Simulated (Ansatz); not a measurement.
# TiO2 (C2/m) in Ansatz: reference runs

How does TiO2 come out in PBE? The cell is run as given and disturbed.

Program: Ansatz 0.2.0. These are calculated values, not measurements. Logs are shortened: lines on timing, memory, paths and dates and some standing lists are left out, and cuts for length are marked.

## Step 1: Starting point

It takes space group C2/m (No. 12, monoclinic). The conventional cell has a = 12.307 Å, b = 3.767 Å, c = 6.616 Å, α = 90.00°, β = 106.95°, γ = 90.00°. Ti (site symmetry m) is surrounded by 4 O at 1.86 to 1.94 Å. Ti (site symmetry m) is surrounded by 5 O at 1.78 to 2.03 Å. O (site symmetry m) has 3 Ti at 1.94 to 2.03 Å as nearest neighbours. O (site symmetry m) has 3 Ti at 1.96 to 2.16 Å as nearest neighbours. O (site symmetry m) has 2 Ti at 1.78 to 1.87 Å as nearest neighbours. O (site symmetry m) is surrounded by 2 Ti at 1.86 to 1.93 Å.

The cell comes from a database or a generator and needn't be the stable form of this composition.

## Step 2: Single point, PBE

File input.yaml:

```yaml
crystal:
  lattice:
    - [6.1535771931, -1.8834685, 0.0]
    - [6.1535771931, 1.8834685, 0.0]
    - [-1.9283261078, 0.0, 6.3289668713]
  atoms:
    - { symbol: Ti, position: [0.900071, 0.900071, 0.289602] }
    - { symbol: Ti, position: [0.195286, 0.195286, 0.283762] }
    - { symbol: Ti, position: [0.099929, 0.099929, 0.710398] }
    - { symbol: Ti, position: [0.804714, 0.804714, 0.716238] }
    - { symbol: O, position: [0.361931, 0.361931, 0.293397] }
    - { symbol: O, position: [0.2634885, 0.2634885, 0.6525] }
    - { symbol: O, position: [0.8671885, 0.8671885, 0.995291] }
    - { symbol: O, position: [0.7365115, 0.7365115, 0.3475] }
    - { symbol: O, position: [0.9416475, 0.9416475, 0.630021] }
    - { symbol: O, position: [0.1328115, 0.1328115, 0.004709] }
    - { symbol: O, position: [0.638069, 0.638069, 0.706603] }
    - { symbol: O, position: [0.0583525, 0.0583525, 0.369979] }
hamiltonian:
  xc: pbe
  pseudopotentials: { kind: paw }
kpoints:
  mp_grid: { grid: [8, 8, 4] }
scf:
  occupations: { method: fermi_dirac, width: 0.05 }
output:
  forces: true
  stress: true
  eigenvalues: true
```

Potentials or basis: Ansatz PAW.

Launch:

```sh
$ ansatz run input.yaml --threads 4 --pin off --max-ram 11264MiB --backend cpu --events-out ev --progress --plain --runs-dir out
```

Output:

```text
Warning: RAYON_NUM_THREADS=4 ignored (pool sized by the plan → 4); use --threads N
Engine: ansatz 0.2.0, aarch64-unknown-linux-gnu
Pseudopotentials: kind: paw
Pseudopotential: Ti, paw, valence charge 12, recommended cutoff 420 eV (normal), Ti.paw.azcp
Pseudopotential: O, paw, valence charge 6, recommended cutoff 420 eV (normal), O.paw.azcp
Functional definition: PBE
  parameter kappa = 0.804
  parameter beta = 0.06672455060314922
  exchange = pbe_x(kappa = kappa, mu = beta*pi^2/3)
  correlation = pbe_c(beta = beta)
Crystal: 12 atoms, lattice volume = 146.706 Å³
Basis set: ecut = 420 eV, 2869 PW (Γ), exchange–correlation on 90×90×90 points (8 copies of the dense FFT grid, shifted against one another)
Bands: 60, of which v1, the nominal top of the filled ones, is band 48 counted from 1 (47 counted from 0)
Symmetry: 4 space group operations
Space group: C2/m (ITA 12), of the structure as read, at distance tolerance 5.3e-5 Å
k-points: 78 of 256
Non-local potential: Ti, projectors of the file, l = 0: 3, l = 1: 2, l = 2: 3, l = 3: 1
Non-local potential: O, projectors of the file, l = 0: 2, l = 1: 2, l = 2: 1
PAW form: soft (Blöchl's): semilocal exchange-correlation on the pseudo side does not see the compensation charge
PAW one-centre angular grid: Ti, 590 points (default); XC on 64 Gauss nodes
PAW one-centre angular grid: O, 110 points (default); XC on 64 Gauss nodes
Initial density: superposition of atomic densities (neutral atoms: chi_scale 0, normalization atom), corrected by the library's trained network
Initial wavefunctions: pseudopotential atomic-orbital guess
Functional: x = pbe(κ = 0.804, μ = 0.2195149727645171), c = pbe(β = 0.06672455060314922)
SCF iter   1: F=—  HF=-14555.070372 eV  |F-HF|=—  |Δ(HF+E_count)|=         —  Δρ=4.78e-3  dr2=2.97e-2  ethr=1.77e-3  ⟨swp⟩=5.0  Hψ=17873  notcnv=0  defer=1
preconditioner: auto → Resta (q_TF=auto, 2.542 Å⁻¹)  ε∞=7.5  [insulator: Δε(μ)=2.692 eV  Ē_g=9.591 eV  σ=0.050 eV  W_gap=1.00  n_scr=44 (ndim 8)  ℏωp=24.5 eV  f_vac=0.131  D(μ)=0.00/eV (n_scr^D=0)  ε∞_Penn≈7.5]
SCF iter   2: F=—  HF=-14555.068780 eV  |F-HF|=—  |Δ(HF+E_count)|=   1.59e-3  Δρ=2.85e-3  dr2=8.24e-3  ethr=3.10e-5  ⟨swp⟩=2.1  Hψ=7481  notcnv=0  defer=416
SCF iter   3: F=—  HF=-14555.068102 eV  |F-HF|=—  |Δ(HF+E_count)|=   6.78e-4  Δρ=1.33e-3  dr2=2.17e-3  ethr=8.58e-6  ⟨swp⟩=2.0  Hψ=6768  notcnv=0  defer=338
automatic band count: iteration 3 solves 59 bands in place of 60: the levels show a gap, and the empty bands left out lie too high to hold charge; the band table lists the bands solved (type scf.n_extra_bands for more)
SCF iter   4: F=—  HF=-14555.068299 eV  |F-HF|=—  |Δ(HF+E_count)|=   1.97e-4  Δρ=4.89e-4  dr2=4.64e-4  ethr=2.26e-6  ⟨swp⟩=2.1  Hψ=5750  notcnv=0  defer=338
SCF iter   5: F=—  HF=-14555.068317 eV  |F-HF|=—  |Δ(HF+E_count)|=   1.86e-5  Δρ=1.74e-4  dr2=9.40e-5  ethr=4.83e-7  ⟨swp⟩=2.0  Hψ=6136  notcnv=0  defer=338
SCF iter   6: F=—  HF=-14555.068690 eV  |F-HF|=—  |Δ(HF+E_count)|=   3.73e-4  Δρ=6.39e-5  dr2=1.35e-5  ethr=9.79e-8  ⟨swp⟩=2.0  Hψ=6123  notcnv=0  defer=338
SCF iter   7: F=—  HF=-14555.068699 eV  |F-HF|=—  |Δ(HF+E_count)|=   8.65e-6  Δρ=4.99e-5  dr2=3.74e-6  ethr=1.40e-8  ⟨swp⟩=2.0  Hψ=6140  notcnv=0  defer=338
SCF iter   8: F=—  HF=-14555.068701 eV  |F-HF|=—  |Δ(HF+E_count)|=   1.89e-6  Δρ=2.42e-5  dr2=1.08e-6  ethr=3.89e-9  ⟨swp⟩=2.0  Hψ=6540  notcnv=0  defer=338
SCF iter   9: F=—  HF=-14555.068701 eV  |F-HF|=—  |Δ(HF+E_count)|=   3.63e-7  Δρ=7.23e-6  dr2=1.21e-7  ethr=1.13e-9  ⟨swp⟩=2.0  Hψ=6136  notcnv=0  defer=338
SCF iter  10: F=-14555.068701 eV  HF=-14555.068701 eV  |F-HF|=3.06e-9  |Δ(HF+E_count)|=   1.21e-7  Δρ=5.08e-6  dr2=4.27e-8  ethr=1.04e-10  ⟨swp⟩=9.3  Hψ=17329  notcnv=0
SCF 1 converged in 10 iterations: F = -14555.068701 eV  dr2 = 4.27e-8
SCF converged after 10 iterations
Free energy (F): -14555.068701 eV
Harris-Foulkes:  -14555.068701 eV  (|F-HF|=3.06e-9)
Internal energy: -14555.068701 eV  (E = F + TS)
E sigma→0 (E₀):  -14555.068701 eV
Fermi energy:    7.573374 eV
--- Per-component energies (eV) ---
  E_band       = -998.356890
  E_kinetic    = 2487.686368
  E_local      = -7975.126608  (includes V_loc(G=0)·N_el)
  E_nonlocal   = 394.177945
  E_hartree    = 3145.878623
  E_xc         = -983.080821
  E_vxc        = -1244.648905  (∫ρ·V_xc dr)
  E_paw        = -5444.221518  (= ΣΔE_a)
  E_vpaw       = -952.222546  (= ΣTr[D̂ρ^β])
  E_aug_tail   = 0.020138  (compensation charges beyond the density's cutoff)
  E_ewald      = -6180.402828
  E_smearing   = -0.000000  (= −TS)
  E_closure    = -0.000000  (closes the sum)
  Σ components = -14555.068701   (vs F -14555.068701, Δ=0.00e0)
--- Forces (eV/Å), atoms counted from 1 ---
  atom   1  Ti     0.02847142     0.00000000    -0.07069400
  atom   2  Ti    -0.05383957    -0.00000000    -0.17804790
  atom   3  Ti    -0.02847142     0.00000000     0.07069400
  atom   4  Ti     0.05383957     0.00000000     0.17804790
  atom   5  O     -0.03208284    -0.00000000    -0.00964809
  atom   6  O     -0.00236246     0.00000000     0.04329958
  atom   7  O     -0.05554337    -0.00000000    -0.05473910
  atom   8  O      0.00236246    -0.00000000    -0.04329958
  atom   9  O      0.03045719     0.00000000     0.03173257
  atom  10  O      0.05554337     0.00000000     0.05473910
  atom  11  O      0.03208284     0.00000000     0.00964809
  atom  12  O     -0.03045719    -0.00000000    -0.03173257
  max |Σ_I F_I| component: 3.47e-17 eV/Å
--- Stress (GPa, compression-positive) ---
       -1.128343       0.000000      -0.057695
        0.000000      -1.085044      -0.000000
       -0.057695      -0.000000      -1.262032
  P = ⅓ Tr σ = -1.1585 GPa (-11.585 kbar)
--- Band table (eV; the first three rows and the last of 78) ---
  k-point 0: bands = ["-49.9726", "-49.9610", "-49.8748", "-49.8684", "-26.3845", "-26.3360", "-26.3095", "-26.2314", "-26.1806", "-26.1798", "-26.1769", "-26.1458", "-26.0955", "-26.0947", "-26.0834", "-26.0785", "-11.2291", "-10.5323", "-10.1463", "-9.9842", "-9.9474", "-9.8530", "-9.6129", "-9.5255", "2.0389", "2.1001", "2.3165", "2.4023", "2.7306", "2.9264", "2.9807", "3.1211", "3.3207", "3.6962", "4.1826", "4.2511", "4.3804", "4.8212", "4.8460", "4.8746", "4.9312", "4.9695", "5.2727", "5.2765", "5.4060", "5.4170", "5.8040", "5.9819", "8.9017", "9.2421", "9.4752", "9.4831", "9.5210", "9.9866", "10.4853", "10.6348", "10.7732", "10.8531", "10.9970"]
  k-point 1: bands = ["-49.9723", "-49.9612", "-49.8750", "-49.8682", "-26.3818", "-26.3366", "-26.2934", "-26.2338", "-26.1813", "-26.1787", "-26.1777", "-26.1616", "-26.0972", "-26.0959", "-26.0815", "-26.0776", "-11.1828", "-10.5528", "-10.1904", "-9.9910", "-9.9211", "-9.8502", "-9.6326", "-9.5155", "2.0470", "2.0929", "2.2708", "2.3091", "2.8418", "2.9780", "3.0267", "3.2406", "3.3615", "3.4531", "4.2479", "4.4262", "4.4291", "4.6578", "4.7271", "4.8757", "5.0140", "5.0652", "5.1564", "5.2831", "5.4541", "5.4800", "5.7406", "5.8331", "8.9474", "9.2861", "9.4495", "9.4815", "9.5719", "9.9277", "10.3700", "10.6303", "10.6814", "10.8633", "11.1354"]
  k-point 2: bands = ["-49.9721", "-49.9614", "-49.8752", "-49.8681", "-26.3820", "-26.3369", "-26.2497", "-26.2345", "-26.2262", "-26.1816", "-26.1780", "-26.1566", "-26.0986", "-26.0971", "-26.0799", "-26.0769", "-11.1307", "-10.5790", "-10.2238", "-10.0028", "-9.9032", "-9.8477", "-9.6488", "-9.5060", "2.0156", "2.0929", "2.2171", "2.3016", "2.8946", "2.9754", "3.0812", "3.2349", "3.5596", "3.6089", "3.9434", "4.3145", "4.4866", "4.6178", "4.6827", "4.8552", "4.9722", "5.2156", "5.2477", "5.4139", "5.4673", "5.5017", "5.5721", "5.7282", "9.0125", "9.2737", "9.4380", "9.5460", "9.5568", "9.8350", "10.4308", "10.4740", "10.6653", "10.8579", "10.9935"]
  k-point 77: bands = ["-49.9712", "-49.9616", "-49.8755", "-49.8685", "-26.3521", "-26.2904", "-26.2594", "-26.2360", "-26.2040", "-26.1868", "-26.1804", "-26.1754", "-26.1312", "-26.1146", "-26.0967", "-26.0746", "-10.9382", "-10.6420", "-10.1454", "-10.1042", "-10.0107", "-9.8541", "-9.5925", "-9.5783", "2.1841", "2.2030", "2.3431", "2.4699", "2.5603", "2.7898", "2.8392", "3.4329", "3.5449", "3.7294", "4.1990", "4.2624", "4.3726", "4.4688", "4.7020", "4.9590", "4.9743", "4.9790", "5.0573", "5.0763", "5.3143", "5.7499", "5.9416", "5.9579", "9.1559", "9.2620", "9.4052", "9.5628", "9.5784", "9.6908", "10.4273", "10.6011", "10.7091", "10.7222", "11.1221"]
```

Wall time 13 s (4 threads of Arm Neoverse V1, shared host); peak memory 0.86 GiB.

Results:

```yaml
Free_energy: -14555.0687 eV
Pressure: -1.2 GPa
Largest_force: 0.186 eV/Å
Band_gap_on_the_k_mesh: 2.75 eV, indirect (least direct gap 2.92 eV)
```

Forces in eV/Å, atoms in the order of the input:
```
Ti   0.028  0.000 -0.071
Ti  -0.054  0.000 -0.178
Ti  -0.028  0.000  0.071
Ti   0.054  0.000  0.178
O   -0.032  0.000 -0.010
O   -0.002  0.000  0.043
O   -0.056  0.000 -0.055
O    0.002  0.000 -0.043
O    0.030  0.000  0.032
O    0.056  0.000  0.055
O    0.032  0.000  0.010
O   -0.030  0.000 -0.032
```

Stress tensor (GPa, compression positive):
```
-1.13  0.00 -0.06
 0.00 -1.09  0.00
-0.06  0.00 -1.26
```

Caveat: the pressure holds a Pulay correction of +0.6 GPa for the finite cutoff. A k mesh can miss the band edges.

[end of part 1 of 2]
